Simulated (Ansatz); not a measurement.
# TiO (P-6m2) in Ansatz: further runs

One crystal, TiO, is run at these levels: PBEsol; tasks: relaxation of cell and atoms.

All numbers are computed with Ansatz 0.2.0; they aren't measurements. Logs are shortened: lines on timing, memory, paths and dates and some standing lists are left out, and cuts for length are marked.

### 1 Starting point

Symmetry: P-6m2, No. 187, hexagonal system. The conventional cell has a = 3.031 Å, b = 3.031 Å, c = 3.238 Å, α = 90.00°, β = 90.00°, γ = 120.00°. Ti (site symmetry -6m2) is surrounded by 6 O at 2.38 Å. O (site symmetry -6m2) is surrounded by 6 Ti at 2.38 Å.

### 2 Relaxation of cell and atoms, PBEsol, target pressure 5 GPa, at which the enthalpy is minimised

input.yaml reads:

```yaml
crystal:
  lattice:
    - [3.031, 0.0, 0.0]
    - [-1.5155, 2.6249229989, 0.0]
    - [0.0, 0.0, 3.2377]
  atoms:
    - { symbol: Ti, position: [0.6666666667, 0.3333333333, 0.0] }
    - { symbol: O, position: [0.0, 0.0, 0.5] }
hamiltonian:
  xc: pbesol
  pseudopotentials: { kind: paw }
kpoints:
  mp_grid: { grid: [10, 10, 8] }
scf:
  occupations: { method: fermi_dirac, width: 0.05 }
output:
  forces: true
  stress: true
  eigenvalues: true
  write_density: true
  write_potential: true
  elf: true
  volumetric_format: npy
relax:
  f_tol: 0.01
  max_steps: 40
  cell: { stress_tol: 0.05, p_target: 5.0 }
```

Potentials or basis: Ansatz PAW.

Command:

```console
ansatz run input.yaml --threads 2 --pin off --max-ram 5632MiB --backend cpu --events-out ev --progress --plain --runs-dir out
```

The program printed:

```text
Warning: RAYON_NUM_THREADS=2 ignored (pool sized by the plan → 2); use --threads N
Engine: ansatz 0.2.0, x86_64-unknown-linux-gnu
Pseudopotentials: kind: paw
Pseudopotential: Ti, paw, valence charge 12, recommended cutoff 420 eV (normal), Ti.paw.azcp
Pseudopotential: O, paw, valence charge 6, recommended cutoff 420 eV (normal), O.paw.azcp
Functional definition: PBEsol
  exchange = pbesol_x
  correlation = pbesol_c
Crystal: 2 atoms, lattice volume = 25.760 Å³
Basis set: ecut = 420 eV, 503 PW (Γ), exchange–correlation on 48×48×48 points (8 copies of the dense FFT grid, shifted against one another)
Bands: 13, of which v1, the nominal top of the filled ones, is band 9 counted from 1 (8 counted from 0)
Symmetry: 12 space group operations
Space group: P-6m2 (ITA 187), of the structure as read, at distance tolerance 3.0e-5 Å
k-points: 70 of 800 (time reversal used)
Non-local potential: Ti, projectors of the file, l = 0: 3, l = 1: 2, l = 2: 3, l = 3: 1
Non-local potential: O, projectors of the file, l = 0: 2, l = 1: 2, l = 2: 1
PAW form: soft (Blöchl's): semilocal exchange-correlation on the pseudo side does not see the compensation charge
PAW frozen core: Ti, regenerated for the run's functional, and the local potential with it (the file was generated under x = pbe(κ = 0.804, μ = 0.2195149727645171), c = pbe(β = 0.06672455060314922))
PAW frozen core: O, regenerated for the run's functional, and the local potential with it (the file was generated under x = pbe(κ = 0.804, μ = 0.2195149727645171), c = pbe(β = 0.06672455060314922))
PAW one-centre angular grid: Ti, 590 points (default); XC on 64 Gauss nodes
PAW one-centre angular grid: O, 110 points (default); XC on 64 Gauss nodes
Initial density: superposition of atomic densities (neutral atoms: chi_scale 0, normalization atom), corrected by the library's trained network
Initial wavefunctions: pseudopotential atomic-orbital guess
Functional: x = pbesol(κ = 0.804, μ = 0.12345679012345678), c = pbesol(β = 0.046)
SCF iter   1: F=—  HF=-3036.189850 eV  |F-HF|=—  |Δ(HF+E_count)|=         —  Δρ=1.77e-2  dr2=5.95e-2  ethr=1.77e-3  ⟨swp⟩=4.3  Hψ=4182  notcnv=0
preconditioner: auto → none  [insulator: Δε(μ)=0.244 eV  Ē_g=8.485 eV  σ=0.050 eV  W_gap=0.82  n_scr=8 (ndim 8)  ℏωp=23.1 eV  f_vac=0.000  D(μ)=0.08/eV (n_scr^D=0)  ε∞_Penn≈8.4]
SCF iter   2: F=—  HF=-3036.174138 eV  |F-HF|=—  |Δ(HF+E_count)|=   1.57e-2  Δρ=3.73e-3  dr2=1.63e-3  ethr=3.31e-4  ⟨swp⟩=2.4  Hψ=2023  notcnv=0
SCF iter   3: F=—  HF=-3036.173913 eV  |F-HF|=—  |Δ(HF+E_count)|=   2.25e-4  Δρ=1.66e-3  dr2=3.28e-4  ethr=9.07e-6  ⟨swp⟩=2.9  Hψ=1776  notcnv=0
SCF iter   4: F=—  HF=-3036.173969 eV  |F-HF|=—  |Δ(HF+E_count)|=   5.63e-5  Δρ=5.74e-4  dr2=4.18e-5  ethr=1.82e-6  ⟨swp⟩=1.0  Hψ=910  notcnv=0
SCF iter   5: F=—  HF=-3036.173967 eV  |F-HF|=—  |Δ(HF+E_count)|=   1.78e-6  Δρ=9.10e-5  dr2=9.96e-7  ethr=2.32e-7  ⟨swp⟩=1.9  Hψ=1109  notcnv=0
SCF iter   6: F=-3036.173968 eV  HF=-3036.173968 eV  |F-HF|=4.16e-10  |Δ(HF+E_count)|=   2.80e-7  Δρ=8.15e-6  dr2=7.72e-9  ethr=5.56e-10  ⟨swp⟩=8.3  Hψ=5710  notcnv=0
SCF 1 converged in 6 iterations: F = -3036.173968 eV  dr2 = 7.72e-9
relax step   1: F+E_penalty+E_count = -3036.17396774 eV  Δ(F+E_penalty+E_count) = +0.000e0 eV  max|allowed force component| = 7.691e-17 eV/Å  Δτ_max = 0.0000 Å  P = -40.395 GPa  Ω = 25.760 Å³  (6 SCF iters, dr2 threshold 1.00e-7 eV, accepted)
[... 18 lines left out ...]
relax step   9: F+E_penalty+E_count = -3037.41586066 eV  Δ(F+E_penalty+E_count) = +1.161e-3 eV  max|allowed force component| = 7.864e-17 eV/Å  Δτ_max = 0.0000 Å  P = +5.013 GPa  Ω = 18.471 Å³  energy of the carried Pulay correction = +2.007e-4 eV  (6 SCF iters, dr2 threshold 2.00e-7 eV, accepted)
[... 15 lines left out ...]
relax step  10: F+E_penalty+E_count = -3037.41564791 eV  Δ(F+E_penalty+E_count) = +2.128e-4 eV  max|allowed force component| = 6.939e-17 eV/Å  Δτ_max = 0.0000 Å  P = +4.998 GPa  Ω = 18.471 Å³  stress off target by 2.67e-3 GPa  SCF on the basis re-selected at this cell (its energy is not comparable with the rows above)  (8 SCF iters)
basis re-selected at this cell: Δ(F+E_penalty+E_count) = +2.128e-4 eV, ΔP = -0.015 GPa vs the last step (what re-selecting the basis moved, of the pressure what is left beyond the Pulay correction that the steps carried, after the strain that the cell walked since its last selection, with what the two solves' SCF thresholds leave and, on support functions, any second-order correction that the steps lacked; it is no measure of the basis error at this ecutwfc). This SCF's stress stands 2.67e-3 GPa from its target on what of the cell is left free (relax.cell.stress_tol is 5.00e-2 GPa) and its largest allowed force component is 6.94e-17 eV/Å (relax.f_tol is 1.00e-2 eV/Å): within both
SCF converged after 8 iterations
Free energy (F): -3037.415648 eV
Harris-Foulkes:  -3037.415648 eV  (|F-HF|=9.09e-13)
Internal energy: -3037.415011 eV  (E = F + TS)
E sigma→0 (E₀):  -3037.415329 eV
Entropy (-TS):   -0.000637 eV (-0.318 meV/atom)
Fermi energy:    17.894233 eV
--- Per-component energies (eV) ---
  E_band       = -84.449117
  E_kinetic    = 453.416945
  E_local      = -868.589883  (includes V_loc(G=0)·N_el)
  E_nonlocal   = 57.714678
  E_hartree    = 349.196046
  E_xc         = -171.951099
  E_vxc        = -218.307819  (∫ρ·V_xc dr)
  E_paw        = -1175.535233  (= ΣΔE_a)
  E_vpaw       = -207.077521  (= ΣTr[D̂ρ^β])
  E_aug_tail   = 0.002392  (compensation charges beyond the density's cutoff)
  E_ewald      = -1681.843529
  E_core_change = 0.174672  (= ΣΔE_core)
  E_smearing   = -0.000637  (= −TS)
  E_closure    = 0.000000  (closes the sum)
  Σ components = -3037.415648   (vs F -3037.415648, Δ=0.00e0)
--- Forces (eV/Å), atoms counted from 1 ---
  atom   1  Ti     0.00000000    -0.00000000     0.00000000
  atom   2  O      0.00000000    -0.00000000     0.00000000
  max |Σ_I F_I| component: 1.57e-16 eV/Å
--- Stress (GPa, compression-positive) ---
        4.997332       0.000000       0.000000
        0.000000       4.997332       0.000000
        0.000000       0.000000       4.998080
  P = ⅓ Tr σ = 4.9976 GPa (49.976 kbar)
--- Band table (eV; the first three rows and the last of 70) ---
  k-point 0: bands = ["-39.6136", "-15.8754", "-15.4791", "-15.4791", "-4.3388", "11.9694", "11.9694", "12.2597", "14.7179", "19.6308", "19.6308", "19.7301", "20.0893"]
  k-point 1: bands = ["-39.6005", "-16.0096", "-15.4699", "-15.4699", "-4.1334", "11.3448", "12.0307", "12.0307", "15.5317", "19.0051", "19.0051", "20.2238", "20.4275"]
  k-point 2: bands = ["-39.5688", "-16.3205", "-15.4477", "-15.4477", "-3.6293", "9.8508", "12.1721", "12.1721", "16.9289", "18.2990", "18.2990", "20.4186", "20.4186"]
  k-point 69: bands = ["-39.3532", "-16.3273", "-16.1010", "-15.9167", "-3.0556", "8.7989", "9.7588", "11.3768", "17.4592", "19.9057", "20.7663", "21.4507", "21.8636"]
--- Relaxed structure (8 steps of the walk, 8 accepted, 2 SCFs on fresh bases) ---
  F+E_penalty+E_count = -3037.41564791 eV   max|allowed force component| = 6.939e-17 eV/Å   (the final SCF, on the basis selected at the relaxed cell)
  cell:  # Å, volume = 18.4707 Å³
    - [2.770559061324848, 0.0, 0.0]
    - [-1.385279530662424, 2.399374529792487, 0.0]
    - [0.0, 0.0, 2.7785450061344292]
  atoms:
    - { symbol: Ti, position: [0.6666666666666666, 0.3333333333333333, 0.0] }
    - { symbol: O, position: [-2.7755575615628914e-17, -5.380533548922128e-34, 0.5] }
```

It took 13 s on 2 threads of Intel Xeon Platinum 8259CL at 2.50GHz (Skylake/Cascade Lake), shared host; peak memory 0.41 GiB.

Results:

```
Free energy                                            : -3037.4156 eV
Relaxed volume                                         : 9.24 Å³/atom
Relaxed cell                                           : a = 2.771 Å, b = 2.771 Å, c = 2.779 Å, α = 90.00°, β = 90.00°, γ = 120.00°
Space group after relaxing (to 0.05 Å)                 : P-6m2 (No. 187)
Energy change on relaxing (the enthalpy is what falls) : -620.8 meV/atom
Ionic steps                                            : 10
Pressure after relaxing                                : 5.0 GPa
Band gap on the k mesh                                 : none (metal or under the smearing width)
```

The path:
| step | energy change (eV) | largest force (eV/Å) | volume (Å³) |
| --- | --- | --- | --- |
| 1 | 0.0000 | 0.0000 | 25.76 |
| 2 | -0.7003 | 0.0000 | 22.92 |
| 3 | -1.1436 | 0.0000 | 20.43 |
| 4 | -1.2413 | 0.0000 | 18.30 |
| 5 | -1.2510 | 0.0000 | 18.56 |
| 6 | -1.2503 | 0.0000 | 18.52 |
| 7 | -1.2501 | 0.0000 | 18.52 |
| 8 | -1.2431 | 0.0000 | 18.52 |
| 9 | -1.2419 | 0.0000 | 18.47 |
| 10 | -1.2417 | 0.0000 | 18.47 |

Final structure:
```
Ti O
1.0
     2.77056    0.00000    0.00000
    -1.38528    2.39937    0.00000
     0.00000    0.00000    2.77855
Ti O
1 1
Cartesian
  1.3853 0.7998 0.0000
  0.0000 0.0000 1.3893
```

Caveat: the volume moved by over 15 % at a fixed basis, so the end points are rough; the plane-wave basis is chosen anew once the cell has moved, so the energies of steps on either side of that aren't comparable; the pressure holds a Pulay correction of +0.7 GPa for the finite cutoff; semilocal functionals often make such compounds metallic where correlation or magnetic order opens a gap, which also shifts bond lengths; the PAW data sets come from PBE, with cores solved anew for the run's functional, which leaves a small shift of forces and pressure.

### 3 Relaxation of cell and atoms, PBEsol, target pressure 10 GPa, at which the enthalpy is minimised

input.yaml: that of step 2 with these lines changed.

```diff
@@ -19,6 +19,2 @@
   eigenvalues: true
-  write_density: true
-  write_potential: true
-  elf: true
-  volumetric_format: npy
 relax:
@@ -26,2 +22,2 @@
   max_steps: 40
-  cell: { stress_tol: 0.05, p_target: 5.0 }
+  cell: { stress_tol: 0.05, p_target: 10.0 }
```

Potentials or basis: Ansatz PAW.

Command:

```console
ansatz run input.yaml --threads 2 --pin off --max-ram 5632MiB --backend cpu --events-out ev --progress --plain --runs-dir out
```

Run time: 11 s. Hardware: 2 threads of Intel Xeon Platinum 8259CL at 2.50GHz (Skylake/Cascade Lake), shared host; peak memory 0.41 GiB.

It converged, with:

| Item | Value |
| --- | --- |
| Free energy | -3037.4008 eV |
| Relaxed volume | 9.08 Å³/atom |
| Relaxed cell | a = 2.753 Å, b = 2.753 Å, c = 2.765 Å, α = 90.00°, β = 90.00°, γ = 120.00° |
| Space group after relaxing (to 0.05 Å) | P-6m2 (No. 187) |
| Energy change on relaxing (the enthalpy is what falls) | -613.4 meV/atom |
| Ionic steps | 9 |
| Pressure after relaxing | 10.0 GPa |
| Band gap on the k mesh | none (metal or under the smearing width) |

The path:
```tsv
step	energy change (eV)	largest force (eV/Å)	volume (Å³)
1	0.0000	0.0000	25.76
2	-0.7132	0.0000	22.84
3	-1.1546	0.0000	20.30
4	-1.2315	0.0000	18.12
5	-1.2376	0.0000	18.21
6	-1.2367	0.0000	18.20
7	-1.2295	0.0000	18.20
8	-1.2270	0.0000	18.15
9	-1.2268	0.0000	18.15
```

Final structure:
```
Ti O
1.0
     2.75339    0.00000    0.00000
    -1.37669    2.38450    0.00000
     0.00000    0.00000    2.76503
Ti O
1 1
Direct
  0.66667 0.33333 0.00000
  0.00000 0.00000 0.50000
```

Levels at points of the mesh, in eV from the Fermi level:
```
             k point  band 6  band 7  band 8  band 9  band 10  band 11  band 12  band 13
  (0.00, 0.00, 0.00)   -5.99   -5.99   -5.69   -3.24     1.78     1.78     1.98     2.25
 (0.00, 0.00, -0.50)   -9.79   -5.61   -5.61   -0.05    -0.05     0.86     2.00     2.00
 (0.00, -0.50, 0.00)   -9.50   -6.92   -5.67   -2.75     1.71     2.17     2.96     3.20
(0.00, -0.50, -0.50)   -8.45   -8.34   -7.06   -0.80     1.96     3.17     3.29     3.85
```

Caveat: the volume moved by over 15 % at a fixed basis, so the end points are rough; the plane-wave basis is chosen anew once the cell has moved, so the energies of steps on either side of that aren't comparable; the pressure holds a Pulay correction of +0.7 GPa for the finite cutoff; semilocal functionals often make such compounds metallic where correlation or magnetic order opens a gap, which also shifts bond lengths; the PAW data sets come from PBE, with cores solved anew for the run's functional, which leaves a small shift of forces and pressure.

### 4 Relaxation of cell and atoms, PBEsol, target pressure 20 GPa, at which the enthalpy is minimised

input.yaml: that of step 3 with these lines changed.

```diff
@@ -19,2 +19,6 @@
   eigenvalues: true
+  write_density: true
+  write_potential: true
+  elf: true
+  volumetric_format: npy
 relax:
@@ -22,2 +26,2 @@
   max_steps: 40
-  cell: { stress_tol: 0.05, p_target: 10.0 }
+  cell: { stress_tol: 0.05, p_target: 20.0 }
```

Command:

```console
ansatz run input.yaml --threads 2 --pin off --max-ram 5632MiB --backend cpu --events-out ev --progress --plain --runs-dir out
```

Run time: 11 s. Hardware: 2 threads of Intel Xeon Platinum 8259CL at 2.50GHz (Skylake/Cascade Lake), shared host; peak memory 0.41 GiB.

Results (log left out):

```
Free energy                                            : -3037.3489 eV
Relaxed volume                                         : 8.80 Å³/atom
Relaxed cell                                           : a = 2.722 Å, b = 2.722 Å, c = 2.741 Å, α = 90.00°, β = 90.00°, γ = 120.00°
Space group after relaxing (to 0.05 Å)                 : P-6m2 (No. 187)
Energy change on relaxing (the enthalpy is what falls) : -587.5 meV/atom
Ionic steps                                            : 9
Pressure after relaxing                                : 20.0 GPa
Band gap on the k mesh                                 : none (metal or under the smearing width)
```

Step by step:
| step | energy change (eV) | largest force (eV/Å) | volume (Å³) |
| --- | --- | --- | --- |
| 1 | 0.0000 | 0.0000 | 25.76 |
| 2 | -0.7320 | 0.0000 | 22.73 |
| 3 | -1.1632 | 0.0000 | 20.16 |
| 4 | -1.2148 | 0.0000 | 17.90 |
| 5 | -1.1877 | 0.0000 | 17.64 |
| 6 | -1.1869 | 0.0000 | 17.63 |
| 7 | -1.1796 | 0.0000 | 17.63 |
| 8 | -1.1751 | 0.0000 | 17.59 |
| 9 | -1.1749 | 0.0000 | 17.59 |

Final structure:
```
Ti O
1.0
     2.72244    0.00000    0.00000
    -1.36122    2.35771    0.00000
     0.00000    0.00000    2.74096
Ti O
1 1
Direct
  0.66667 0.33333 0.00000
  0.00000 0.00000 0.50000
```

Levels at points of the mesh, in eV from the Fermi level:
```
             k point  band 5  band 6  band 7  band 8  band 9  band 10  band 11  band 12  band 13
  (0.00, 0.00, 0.00)  -22.57   -6.12   -6.12   -5.79   -3.35     1.86     1.86     2.25     2.35
 (0.00, 0.00, -0.50)  -20.92   -9.97   -5.72   -5.72   -0.05    -0.05     0.89     2.09     2.09
 (0.00, -0.50, 0.00)  -20.95   -9.71   -7.11   -5.76   -2.86     1.78     2.30     3.09     3.35
(0.00, -0.50, -0.50)  -21.24   -8.62   -8.52   -7.23   -0.79     2.11     3.33     3.44     4.04
```

Caveat: the volume moved by over 15 % at a fixed basis, so the end points are rough; the plane-wave basis is chosen anew once the cell has moved, so the energies of steps on either side of that aren't comparable; the pressure holds a Pulay correction of +0.7 GPa for the finite cutoff; semilocal functionals often make such compounds metallic where correlation or magnetic order opens a gap, which also shifts bond lengths; the PAW data sets come from PBE, with cores solved anew for the run's functional, which leaves a small shift of forces and pressure.

### 5 Relaxation of cell and atoms, PBEsol, target pressure 30 GPa, at which the enthalpy is minimised

input.yaml: that of step 4 with these lines changed.

```diff
@@ -19,6 +19,2 @@
   eigenvalues: true
-  write_density: true
-  write_potential: true
-  elf: true
-  volumetric_format: npy
 relax:
@@ -26,2 +22,2 @@
   max_steps: 40
-  cell: { stress_tol: 0.05, p_target: 20.0 }
+  cell: { stress_tol: 0.05, p_target: 30.0 }
```

Command:

```console
ansatz run input.yaml --threads 2 --pin off --max-ram 5632MiB --backend cpu --events-out ev --progress --plain --runs-dir out
```

Run time: 13 s. Hardware: 2 threads of Intel Xeon Platinum 8259CL at 2.50GHz (Skylake/Cascade Lake), shared host; peak memory 0.41 GiB.

Results (log left out):

* Free energy: -3037.2742 eV
* Relaxed volume: 8.56 Å³/atom
* Relaxed cell: a = 2.695 Å, b = 2.695 Å, c = 2.720 Å, α = 90.00°, β = 90.00°, γ = 120.00°
* Space group after relaxing (to 0.05 Å): P-6m2 (No. 187)
* Energy change on relaxing (the enthalpy is what falls): -550.1 meV/atom
* Ionic steps: 11
* Pressure after relaxing: 30.0 GPa
* Band gap on the k mesh: none (metal or under the smearing width)

The path:
```csv
step,energy change (eV),largest force (eV/Å),volume (Å³)
1,0.0000,0.0000,25.76
2,-0.7448,0.0000,22.65
3,-1.1722,0.0000,20.02
4,-1.1913,0.0000,17.68
5,-1.1164,0.0000,17.16
6,-1.1134,0.0000,17.14
7,-1.1138,0.0000,17.15
8,-1.1064,0.0000,17.15
9,-1.0999,0.0000,17.11
10,-1.1004,0.0000,17.11
11,-1.1002,0.0000,17.11
```

Final structure:
```yaml
crystal:
  lattice:
    - [2.69519, 0.00000, 0.00000]
    - [-1.34760, 2.33411, 0.00000]
    - [0.00000, 0.00000, 2.72023]
  atoms:
    - { symbol: Ti, position: [0.66667, 0.33333, 0.00000] }
    - { symbol: O, position: [0.00000, 0.00000, 0.50000] }
```

Levels at points of the mesh, in eV from the Fermi level:
| k point | band 7 | band 8 | band 9 | band 10 | band 11 | band 12 |
| --- | --- | --- | --- | --- | --- | --- |
| (0.00, 0.00, 0.00) | -6.22 | -5.87 | -3.45 | 1.94 | 1.94 | 2.45 |
| (0.00, 0.00, -0.50) | -5.82 | -5.82 | -0.06 | -0.06 | 0.92 | 2.18 |
| (0.00, -0.50, 0.00) | -7.28 | -5.83 | -2.96 | 1.84 | 2.43 | 3.21 |
| (0.00, -0.50, -0.50) | -8.68 | -7.38 | -0.79 | 2.24 | 3.47 | 3.58 |

Caveat: the volume moved by over 15 % at a fixed basis, so the end points are rough; the plane-wave basis is chosen anew once the cell has moved, so the energies of steps on either side of that aren't comparable; the pressure holds a Pulay correction of +0.7 GPa for the finite cutoff; semilocal functionals often make such compounds metallic where correlation or magnetic order opens a gap, which also shifts bond lengths; the PAW data sets come from PBE, with cores solved anew for the run's functional, which leaves a small shift of forces and pressure.

### 6 Overview

```csv
cell,target pressure (GPa),gap on the mesh (eV),pressure (GPa)
relaxed to 5 GPa,5,none,5.0
relaxed to 10 GPa,10,none,10.0
relaxed to 20 GPa,20,none,20.0
relaxed to 30 GPa,30,none,30.0
```

Alike in all rows: task relaxation of cell and atoms; level PBEsol; potentials or basis Ansatz PAW; no spin polarisation; k mesh 10 × 10 × 8; cutoff (eV) 420; smearing fermi-dirac 0.05 eV.

Caveats: the volume moved by over 15 % at a fixed basis, so the end points are rough; the plane-wave basis is chosen anew once the cell has moved, so the energies of steps on either side of that aren't comparable; semilocal functionals often make such compounds metallic where correlation or magnetic order opens a gap, which also shifts bond lengths; the PAW data sets come from PBE, with cores solved anew for the run's functional, which leaves a small shift of forces and pressure.

Absolute energies hang on the potentials; compare differences alone.
